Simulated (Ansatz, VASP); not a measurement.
## One calculation of TiO, two programs

```
CELL_PARAMETERS angstrom
2.85161 0.00000 0.00000
-1.42580 2.46956 0.00000
0.00000 0.00000 5.56750
ATOMIC_POSITIONS crystal
Ti 0.66667 0.33333 0.75000
Ti 0.33333 0.66667 0.25000
O 0.00000 0.00000 0.50000
O 0.00000 0.00000 0.00000
```

The cell comes from a database or a generator and needn't be the stable form of this composition.

Alike in both runs: task single point; functional PBEsol; k mesh 11 × 11 × 5; occupations fermi-dirac, width 0.05 eV; no spin polarisation.

```csv
,VASP,Ansatz
version,VASP 6.6.1,Ansatz 0.2.0
potentials or method,"VASP PAW PBE potentials, release 64 (Ti_sv, O)",Ansatz PAW
plane-wave cutoff (eV),520,420
valence electrons in the cell,36,36
```

Ansatz gave:

| Item | Value |
| --- | --- |
| gap on the k mesh at the Fermi level (eV) | none |
| pressure (GPa) | -10.0 |
| largest component of the traceless stress (GPa) | 1.97 |

Problem. Estimate VASP's values.

Solution. gap on the k mesh at the Fermi level (eV): none; pressure (GPa): -9.3; largest component of the traceless stress (GPa): 1.89.

A gap of «none» marks a metal or a gap that the smearing closes.

Caveats: semilocal functionals often make such compounds metallic where correlation or magnetic order opens a gap, which also shifts bond lengths; the PAW data sets were made with another functional, which shifts forces and pressure a little (VASP); the pressure holds a Pulay correction of +0.7 GPa for the finite cutoff (Ansatz); the PAW data sets come from PBE, with cores solved anew for the run's functional, which leaves a small shift of forces and pressure (Ansatz).
